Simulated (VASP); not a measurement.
# InPd (Pm-3m) in VASP: settings compared

Aim: see how the results for InPd move with the level of theory and the settings. Levels: PBE, PBEsol. Tasks: relaxation of cell and atoms.

Program: VASP 6.6.1. These are calculated values, not measurements. Logs are shortened: lines on timing, memory, paths and dates and some standing lists are left out, and cuts for length are marked.

**1. Starting point**

The structure is cubic, space group Pm-3m (No. 221). The conventional cell has a = 3.272 Å, b = 3.272 Å, c = 3.272 Å, α = 90.00°, β = 90.00°, γ = 90.00°. Around In (site symmetry m-3m) lie 8 Pd at 2.83 Å. Around Pd (site symmetry m-3m) lie 8 In at 2.83 Å.

The cell comes from a database or a generator and needn't be the stable form of this composition.

**2. Relaxation of cell and atoms, PBE**

Input file INCAR:

```
PREC = Accurate ; ENCUT = 600
EDIFF = 1E-6 ; ISMEAR = 1
SIGMA = 0.1 ; LREAL = False
LASPH = True ; NELM = 80
ALGO = Normal ; ISIF = 3
LWAVE = False ; LCHARG = False
GGA = PE ; IBRION = 2
NSW = 90 ; EDIFFG = -0.01
```

Input file KPOINTS:

```
regular mesh
0
Gamma
  12 12 12
```

Input file POSCAR:

```
InPd
1.0
    3.2718847800      0.0000000000      0.0000000000
    0.0000000000      3.2718847800      0.0000000000
    0.0000000000      0.0000000000      3.2718847800
In Pd
1 1
Direct
    0.0000000000      0.0000000000      0.0000000000
    0.5000000000      0.5000000000      0.5000000000
```

Potentials or basis: VASP PAW PBE potentials, release 64 (In_d, Pd).

On the command line:

```sh
cat potpaw_PBE.64/In_d/POTCAR potpaw_PBE.64/Pd/POTCAR > POTCAR
mpirun -np 1 vasp_std > vasp.out
```

OUTCAR:

```text
PREC = Accurate
   ENCUT = 600
   EDIFF = 1E-6
   ISMEAR = 1
   LREAL = False
   LASPH = True
   NELM = 80
   ISIF = 3
   GGA = PE
   IBRION = 2
   NSW = 90
   EDIFFG = -0.01

 ion  position               nearest neighbor table
   1  0.000  0.000  0.000-   2 2.83   2 2.83   2 2.83   2 2.83   2 2.83   2 2.83   2 2.83   2 2.83

   2  0.500  0.500  0.500-   1 2.83   1 2.83   1 2.83   1 2.83   1 2.83   1 2.83   1 2.83   1 2.83

  LATTYP: Found a simple cubic cell.
 ALAT       =     3.2718847800

  Lattice vectors:

 A1 = (   3.2718847800,   0.0000000000,   0.0000000000)
 A2 = (   0.0000000000,   3.2718847800,   0.0000000000)
 A3 = (   0.0000000000,   0.0000000000,   3.2718847800)

Analysis of symmetry for initial positions (statically):
=====================================================================
 Subroutine PRICEL returns:
 Original cell was already a primitive cell.

 Routine SETGRP: Setting up the symmetry group for a
 simple cubic supercell.

 Subroutine GETGRP returns: Found 48 space group operations
 (whereof 48 operations were pure point group operations)
 out of a pool of 48 trial point group operations.

The static configuration has the point symmetry O_h .

Analysis of symmetry for dynamics (positions and initial velocities):
=====================================================================
 Subroutine PRICEL returns:
 Original cell was already a primitive cell.

 Routine SETGRP: Setting up the symmetry group for a
 simple cubic supercell.

 Subroutine GETGRP returns: Found 48 space group operations
 (whereof 48 operations were pure point group operations)
 out of a pool of 48 trial point group operations.

The dynamic configuration has the point symmetry O_h .

 Subroutine INISYM returns: Found 48 space group operations
 (whereof 48 operations are pure point group operations),
 and found     1 'primitive' translations

----------------------------------------------------------------------------------------

                                     Primitive cell

  volume of cell :      35.0263

  direct lattice vectors                    reciprocal lattice vectors
     3.271884780  0.000000000  0.000000000     0.305634234  0.000000000  0.000000000
     0.000000000  3.271884780  0.000000000     0.000000000  0.305634234  0.000000000
     0.000000000  0.000000000  3.271884780     0.000000000  0.000000000  0.305634234

  length of vectors
     3.271884780  3.271884780  3.271884780     0.305634234  0.305634234  0.305634234

  position of ions in fractional coordinates (direct lattice)
     0.000000000  0.000000000  0.000000000
     0.500000000  0.500000000  0.500000000

  ion indices of the primitive-cell ions
   primitive index   ion index
                 1           1
                 2           2

----------------------------------------------------------------------------------------

 KPOINTS: regular mesh

Automatic generation of k-mesh.
 Grid dimensions read from file:
 generate k-points for:   12   12   12

 Generating k-lattice:

  Cartesian coordinates                     Fractional coordinates (reciprocal lattice)
     0.025469520  0.000000000  0.000000000     0.083333333  0.000000000  0.000000000
     0.000000000  0.025469520  0.000000000     0.000000000  0.083333333  0.000000000
     0.000000000  0.000000000  0.025469520     0.000000000  0.000000000  0.083333333

  Length of vectors
     0.025469520  0.025469520  0.025469520

  Shift w.r.t. Gamma in fractional coordinates (k-lattice)
     0.000000000  0.000000000  0.000000000

 Subroutine IBZKPT returns following result:
 ===========================================

 Found     84 irreducible k-points:

 Following reciprocal coordinates:
            Coordinates               Weight
  0.000000  0.000000  0.000000      1.000000
  0.083333  0.000000  0.000000      6.000000
  0.166667  0.000000  0.000000      6.000000
  0.250000  0.000000  0.000000      6.000000
  0.333333  0.000000  0.000000      6.000000
  0.416667  0.000000  0.000000      6.000000
[... 16 lines left out ...]
  0.333333  0.333333  0.000000     12.000000
  0.416667  0.333333  0.000000     24.000000
 [... further k-points ...]
   k-points           NKPTS =     84   k-points in BZ     NKDIM =     84   number of bands    NBANDS=     15
   number of dos      NEDOS =    301   number of ions     NIONS =      2
   total plane-waves  NPLWV =  21952
   dimension x,y,z NGX =    28 NGY =   28 NGZ =   28
   dimension x,y,z NGXF=    56 NGYF=   56 NGZF=   56
   ions per type =               1   1
   NGX,Y,Z   is equivalent  to a cutoff of  14.23, 14.23, 14.23 a.u.
   NGXF,Y,Z  is equivalent  to a cutoff of  28.45, 28.45, 28.45 a.u.
 SYSTEM =  unknown system
   PREC   = accura    normal or accurate (medium, high low for compatibility)
   ISTART =      0    job   : 0-new  1-cont  2-samecut
   ICHARG =      2    charge: 1-file 2-atom 10-const
   ISPIN  =      1    spin polarized calculation?
   LNONCOLLINEAR =      F non collinear calculations
   LSORBIT =      F    spin-orbit coupling
   LASPH  =      T    aspherical Exc in radial PAW
   ENCUT  =  600.0 eV  44.10 Ry    6.64 a.u.   6.53  6.53  6.53*2*pi/ulx,y,z
   NELM   =     80;   NELMIN=  2; NELMDL= -5     # of ELM steps
   EDIFF  = 0.1E-05   stopping-criterion for ELM
   LREAL  =      F    real-space projection
   EDIFFG = -.1E-01   stopping-criterion for IOM
   NSW    =     90    number of steps for IOM
   IBRION =      2    ionic relax: 0-MD 1-quasi-New 2-CG
   NFREE  =      1    steps in history (QN), initial steepest desc. (CG)
   ISIF   =      3    stress and relaxation
   ISYM   =      2    0-nonsym 1-usesym 2-fastsym
   POTIM  = 0.5000    time-step for ionic-motion
   TEBEG  =    0.0;   TEEND  =   0.0 temperature during run
   PSTRESS=    0.0 pullay stress
   NELECT =      23.0000    total number of electrons
   NUPDOWN=      -1.0000    fix difference up-down
   EMIN   =  10.00;   EMAX   =-10.00  energy-range for DOS
   EFERMI =   0.00;   METHOD = LEGACY
   ISMEAR =     1;   SIGMA  =   0.10  broadening in eV -4-tet -1-fermi 0-gaus
   EFERMI_NEDOS =   21; number of points for ismear=-14 and -15
   IALGO  =     38    algorithm
   IMIX   =      4    mixing-type and parameters
     AMIX     =   0.40;   BMIX     =  1.00
     AMIX_MAG =   1.60;   BMIX_MAG =  1.00
  volume/ion in A,a.u.               =      17.51       118.18
  Fermi-wavevector in a.u.,A,eV,Ry     =   1.422938  2.688964 27.548447  2.024754
  Thomas-Fermi vector in A             =   2.543589
   LORBIT       =      0    0 simple, 1 ext, 2 COOP (PROOUT), +10 PAW based schemes
   GGA     = PE    functional components
   LHFCALC =     F    Hartree Fock is set to
   AEXX    =    0.0000 exact exchange contribution
   IVDW    =     0    specifies the selected vdW correction
   LEPSILON=     F    determine dielectric tensor
   LRPA    =     F    only Hartree local field effects (RPA)
 conjugate gradient relaxation of ions
 non-spin polarized calculation
 Methfessel and Paxton  Order N= 1 SIGMA  =   0.10
  energy-cutoff  :      600.00
  volume of cell :       35.03
 maximum number of plane-waves:      1193
 NGX is ok and might be reduce to    28
   NGX = 13   NGY = 13   NGZ = 13

--------------------------------------- Ionic step        1  -------------------------------------------

 number of electron      23.0000010 magnetization

 Free energy of the ion-electron system (eV)
  ---------------------------------------------------
  ext. energy  EPLUGINS =         0.00000000
  ---------------------------------------------------
  free energy    TOTEN  =        -8.73338187 eV

  energy without entropy =       -8.73375362  energy(sigma->0) =       -8.73350579

------------------------ aborting loop because EDIFF is reached ----------------------------------------

  FORCE on cell =-STRESS in cart. coord.  units (eV):
  Direction    XX          YY          ZZ          XY          YZ          ZX
  --------------------------------------------------------------------------------------
  -------------------------------------------------------------------------------------
  Total        0.8181013      0.8181013      0.8181013      0.0000000      0.0000000     -0.0000000
  in kB       37.4217137     37.4217137     37.4217137      0.0000000      0.0000000     -0.0000000
  external PRESSURE =      37.4217137 kB  Pullay stress =       0.0000000 kB
[... 21 lines left out ...]
  energy  without entropy=       -8.7337536240  energy(sigma->0) =       -8.73350579

--------------------------------------- Ionic step        2  -------------------------------------------

 number of electron      23.0000000 magnetization

 E-fermi :   9.5927     XC(G=0): -11.9012

 val. band max:        9.5840335154   @ k =   0.4167   0.2500   0.2500
 cond. band min:       9.5955577192   @ k =   0.5000   0.4167   0.4167
 fundamental gap:      0.0115242038
 Fermi energy:         9.5927056507

 k-point     1 :       0.0000    0.0000    0.0000
  band No.  band energies     occupation
      1      -5.2060      2.00000
      2      -5.2060      2.00000
      3      -4.8622      2.00000
      4      -4.8622      2.00000
      5      -4.8622      2.00000
      6       0.0208      2.00000
      7       6.0663      2.00000
      8       6.0663      2.00000
      9       7.4664      2.00000
     10       7.4664      2.00000
     11       7.4664      2.00000
     12      13.7358      0.00000
     13      13.7358      0.00000
     14      13.7358      0.00000
     15      18.2997      0.00000
[... 447 lines left out ...]
  energy  without entropy=       -8.7363890490  energy(sigma->0) =       -8.73624882

--------------------------------------- Ionic step        3  -------------------------------------------

 number of electron      23.0000002 magnetization

 Free energy of the ion-electron system (eV)
  ---------------------------------------------------
  ext. energy  EPLUGINS =         0.00000000
  ---------------------------------------------------
  free energy    TOTEN  =        -8.74556530 eV

  energy without entropy =       -8.74584446  energy(sigma->0) =       -8.74565836

 E-fermi :  10.0294     XC(G=0): -12.0584

 val. band max:       10.0163868646   @ k =   0.4167   0.2500   0.2500
 cond. band min:      10.0375840825   @ k =   0.5000   0.4167   0.2500
 fundamental gap:      0.0211972179
 Fermi energy:        10.0294357314

 k-point     1 :       0.0000    0.0000    0.0000
  band No.  band energies     occupation
      1      -4.8641      2.00000
      2      -4.8641      2.00000
      3      -4.4909      2.00000
      4      -4.4909      2.00000
      5      -4.4909      2.00000
      6       0.2122      2.00000
      7       6.3558      2.00000
      8       6.3558      2.00000
      9       7.8231      2.00000
     10       7.8231      2.00000
     11       7.8231      2.00000
     12      14.1962      0.00000
     13      14.1962      0.00000
     14      14.1962      0.00000
     15      19.0661      0.00000
[... 443 lines left out ...]
  FREE ENERGIE OF THE ION-ELECTRON SYSTEM (eV)
  ---------------------------------------------------
  free  energy   TOTEN  =        -8.7455653037 eV

  energy  without entropy=       -8.7458444599  energy(sigma->0) =       -8.74565836

 reached required accuracy - stopping structural energy minimisation
```

Run time: 41 s. Hardware: 1 thread of Intel Xeon 6975P-C (Granite Rapids), shared host; peak memory 0.21 GiB.

What came out:

```
Free energy                            : -8.7456 eV
Relaxed volume                         : 18.06 Å³/atom
Relaxed cell                           : a = 3.305 Å, b = 3.305 Å, c = 3.305 Å, α = 90.00°, β = 90.00°, γ = 90.00°
Space group after relaxing (to 0.05 Å) : Pm-3m (No. 221)
Energy gained by relaxing              : 6.1 meV/atom
Ionic steps                            : 3
Pressure after relaxing                : 0.0 GPa
Band gap on the k mesh                 : none (metal or under the smearing width)
```

The path:
```
step  energy change (eV)  largest force (eV/Å)  pressure (GPa)  volume (Å³)
   1              0.0000                0.0000            3.74        35.03
   2             -0.0028                0.0000           -2.79        37.14
   3             -0.0122                0.0000            0.04        36.11
```

Final structure:
```
In Pd
1.0
     3.30540    0.00000    0.00000
     0.00000    3.30540    0.00000
     0.00000    0.00000    3.30540
In Pd
1 1
Direct
  0.00000 0.00000 0.00000
  0.50000 0.50000 0.50000
```

**3. Relaxation of cell and atoms, PBE**

This run uses another cell than the first one, of 18.06 Å³/atom, 1.031 times its volume.

Input file INCAR:

```
PREC = Accurate ; ENCUT = 600
EDIFF = 1E-7 ; ISMEAR = 1
SIGMA = 0.1 ; LREAL = False
LASPH = True ; NELM = 80
ALGO = Normal ; ISIF = 3
LWAVE = False ; LCHARG = False
GGA = PE ; IBRION = 2
NSW = 90 ; EDIFFG = -0.005
```

KPOINTS is that of step 2.

Input file POSCAR:

```
InPd                                    
1.0
    3.3054034405     -0.0000000000     -0.0000000000
    0.0000000000      3.3054034405      0.0000000000
    0.0000000000      0.0000000000      3.3054034405
  In              Pd            
     1     1
Direct
     0.0000000000000000    0.0000000000000000    0.0000000000000000
     0.5000000000000000    0.5000000000000000    0.5000000000000000
```

Potentials or basis: VASP PAW PBE potentials, release 64 (In_d, Pd).

On the command line:

```sh
cat potpaw_PBE.64/In_d/POTCAR potpaw_PBE.64/Pd/POTCAR > POTCAR
mpirun -np 1 vasp_std > vasp.out
```

Wall time 20 s (1 thread of Intel Xeon 6975P-C (Granite Rapids), shared host); peak memory 0.2 GiB.

It converged, with:

| Quantity | Value |
| --- | --- |
| Free energy | -8.7460 eV |
| Pressure after relaxing | 0.0 GPa |
| Band gap on the k mesh | none (metal or under the smearing width) |

Final structure:
```yaml
crystal:
  lattice:
    - [3.30540, 0.00000, 0.00000]
    - [0.00000, 3.30540, 0.00000]
    - [0.00000, 0.00000, 3.30540]
  atoms:
    - { symbol: In, position: [0.00000, 0.00000, 0.00000] }
    - { symbol: Pd, position: [0.50000, 0.50000, 0.50000] }
```

Levels at points of the mesh, in eV from the Fermi level:
```csv
k point,band 7,band 8,band 9,band 10,band 11,band 12,band 13,band 14,band 15
"(0.00, 0.00, 0.00)",-3.67,-3.67,-2.21,-2.21,-2.21,4.17,4.17,4.17,9.04
"(0.50, 0.00, 0.00)",-5.80,-3.64,-3.14,-3.14,-2.27,-1.10,9.29,9.29,9.78
"(0.50, 0.50, 0.00)",-3.37,-2.60,-2.60,-2.21,-2.21,-1.66,1.30,2.37,9.25
"(0.50, 0.50, 0.50)",-4.68,-4.68,-1.62,-1.62,-0.21,3.75,3.75,3.75,4.27
```

Caveat: the relaxation stopped at its first step, so nothing moved.

**4. Relaxation of cell and atoms, PBEsol**

Input file INCAR:

```
SYSTEM = InPd
PREC = Accurate ; ENCUT = 600
EDIFF = 1E-6 ; ISMEAR = 1
SIGMA = 0.1 ; LREAL = .False.
LASPH = .True. ; NELM = 80
ALGO = Normal ; ISIF = 3
LWAVE = .False. ; LCHARG = .False.
GGA = PS ; IBRION = 2
NSW = 90 ; EDIFFG = -0.01
```

Input file KPOINTS:

```
regular mesh
0
Gamma
  12 12 12
  0 0 0
```

Input file POSCAR:

```
InPd
1.0
    3.2718847800      0.0000000000      0.0000000000
    0.0000000000      3.2718847800      0.0000000000
    0.0000000000      0.0000000000      3.2718847800
In Pd
1 1
Direct
    0.0000000000      0.0000000000      0.0000000000
    0.5000000000      0.5000000000      0.5000000000
```

On the command line:

```sh
cat potpaw_PBE.64/In_d/POTCAR potpaw_PBE.64/Pd/POTCAR > POTCAR
mpirun -np 1 vasp_std > vasp.out
```

Wall time 2.6 min (1 thread of Intel Xeon Platinum 8175M at 2.50GHz (Skylake/Cascade Lake), shared host); peak memory 0.21 GiB.

Results (log left out):

```yaml
Free_energy: -10.0007 eV
Relaxed_volume: 17.15 Å³/atom
Relaxed_cell: a = 3.249 Å, b = 3.249 Å, c = 3.249 Å, α = 90.00°, β = 90.00°, γ = 90.00°
Space_group_after_relaxing_to_0.05_Å: Pm-3m (No. 221)
Energy_gained_by_relaxing: 3.4 meV/atom
Ionic_steps: 6
Pressure_after_relaxing: -0.1 GPa
Band_gap_on_the_k_mesh: none (metal or under the smearing width)
```

The path:
| step | energy change (eV) | largest force (eV/Å) | pressure (GPa) | volume (Å³) |
| --- | --- | --- | --- | --- |
| 1 | 0.0000 | 0.0000 | -2.77 | 35.03 |
| 2 | 0.0011 | 0.0000 | 3.37 | 33.51 |
| 3 | -0.0067 | 0.0000 | 0.10 | 34.28 |
| 4 | -0.0067 | 0.0000 | -0.10 | 34.30 |
| 5 | -0.0067 | 0.0000 | -0.10 | 34.30 |
| 6 | -0.0067 | 0.0000 | -0.09 | 34.30 |

Final structure:
```
In Pd
1.0
     3.24903    0.00000    0.00000
     0.00000    3.24903    0.00000
     0.00000    0.00000    3.24903
In Pd
1 1
Direct
  0.00000 0.00000 0.00000
  0.50000 0.50000 0.50000
```

Levels at points of the mesh, in eV from the Fermi level:
```tsv
k point	band 7	band 8	band 9	band 10	band 11	band 12	band 13	band 14	band 15
(0.00, 0.00, 0.00)	-3.92	-3.92	-2.32	-2.32	-2.32	4.20	4.20	4.20	9.64
(0.50, 0.00, 0.00)	-6.19	-3.91	-3.35	-3.35	-2.40	-1.13	9.70	9.70	9.96
(0.50, 0.50, 0.00)	-3.59	-2.74	-2.74	-2.45	-2.45	-1.72	1.55	2.50	9.57
(0.50, 0.50, 0.50)	-5.02	-5.02	-1.68	-1.68	-0.05	3.78	3.78	3.78	4.47
```

Caveat: the PAW data sets were made with another functional, which shifts forces and pressure a little.
